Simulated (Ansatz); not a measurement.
# FeCo

Level of theory: DFT, r²SCAN, scalar-relativistic, collinear spin; plane waves to 500 eV with PAW datasets (Ansatz 0.2.0), Γ-centred 12×12×12 mesh, 0.05 eV Gaussian smearing. The datasets are Ansatz's generated set soft_2.

```
Fe Co
1.0
     2.83793    0.00000    0.00000
     0.00000    2.83793    0.00000
     0.00000    0.00000    2.83793
Fe Co
1 1
Direct
  0.50000 0.50000 0.50000
  0.00000 0.00000 0.00000
```

The chain of runs began from a cell as deposited in COD, expanded in volume.

Magnetic state: ferromagnetic, site spin moments Fe 3.09; Co 1.96 μB.

Question: Which orbitals carry the states at the Fermi level, and how many states are there?

Answer: Within 0.1 eV of it: Fe 3d 55 %, Co 3d 24 %, Fe 4s 11 % (shares among the projected shells). The Fermi level sits on a steep edge: the density of states is 0.5, 0.6 and 0.8 states/eV per cell at −0.1, 0 and +0.1 eV.

Density of states (tetrahedra, averaged over 0.3 eV; states/eV per cell of 2 atoms; energy in eV from the Fermi level; projections on Löwdin-orthogonalised atomic orbitals, summed over sites):

```csv
E,total,Fe 3d up,Co 3d up,Co 3d down,Fe 3d down,Fe 4s
-7.60,0.3,0.0,0.0,0.0,0.0,0.1
-7.30,0.3,0.0,0.0,0.0,0.0,0.1
-7.00,0.3,0.0,0.0,0.0,0.0,0.1
-6.70,0.4,0.0,0.0,0.0,0.0,0.2
-6.40,0.9,0.3,0.2,0.0,0.0,0.2
-6.10,1.5,0.6,0.4,0.0,0.0,0.2
-5.80,2.2,1.0,0.7,0.0,0.0,0.2
-5.50,1.9,0.9,0.6,0.0,0.0,0.2
-5.20,1.6,0.8,0.5,0.1,0.0,0.1
-4.90,3.2,1.8,1.0,0.1,0.1,0.1
-4.60,2.6,1.2,0.9,0.2,0.1,0.1
-4.30,3.3,1.5,1.0,0.2,0.2,0.2
-4.00,3.0,1.2,1.0,0.2,0.2,0.1
-3.70,1.9,0.7,0.4,0.3,0.2,0.1
-3.40,2.4,0.8,0.5,0.4,0.4,0.1
-3.10,3.8,1.1,1.8,0.5,0.3,0.0
-2.80,6.9,2.2,3.3,0.9,0.3,0.0
-2.50,4.1,0.7,1.2,1.2,0.7,0.0
-2.20,4.1,0.6,1.0,1.1,1.1,0.1
-1.90,4.3,0.6,0.9,1.4,1.0,0.1
-1.60,3.5,0.3,0.5,1.6,0.7,0.1
-1.30,1.2,0.1,0.1,0.6,0.2,0.0
-1.00,0.9,0.1,0.1,0.6,0.1,0.1
-0.70,0.3,0.1,0.1,0.1,0.0,0.1
-0.40,0.3,0.0,0.1,0.0,0.1,0.1
-0.10,0.5,0.0,0.0,0.1,0.2,0.1
0.20,1.2,0.0,0.0,0.2,0.7,0.1
0.50,1.9,0.0,0.0,0.4,1.1,0.1
0.80,2.1,0.0,0.0,0.7,1.2,0.1
1.10,3.0,0.0,0.0,1.2,1.5,0.1
1.40,3.9,0.0,0.0,2.0,1.6,0.1
1.70,3.3,0.0,0.0,1.1,1.9,0.1
2.00,1.7,0.0,0.0,0.5,0.8,0.1
2.30,0.5,0.0,0.0,0.1,0.1,0.1
2.60,0.7,0.0,0.0,0.1,0.3,0.1
2.90,0.7,0.0,0.0,0.1,0.2,0.1
3.20,0.6,0.0,0.0,0.1,0.2,0.1
3.50,0.5,0.0,0.0,0.1,0.1,0.1
3.80,0.5,0.0,0.0,0.0,0.1,0.1
4.10,0.4,0.0,0.0,0.0,0.1,0.1
4.40,0.4,0.0,0.0,0.0,0.1,0.0
4.70,0.3,0.0,0.0,0.0,0.0,0.0
5.00,0.3,0.0,0.0,0.0,0.0,0.0
5.30,0.3,0.0,0.0,0.0,0.0,0.0
5.60,0.2,0.0,0.0,0.0,0.0,0.0
5.90,0.3,0.0,0.0,0.0,0.0,0.0
```

The run wasn't fully tested for a lower electronic state. Site moments are of spin, integrated over atomic spheres.
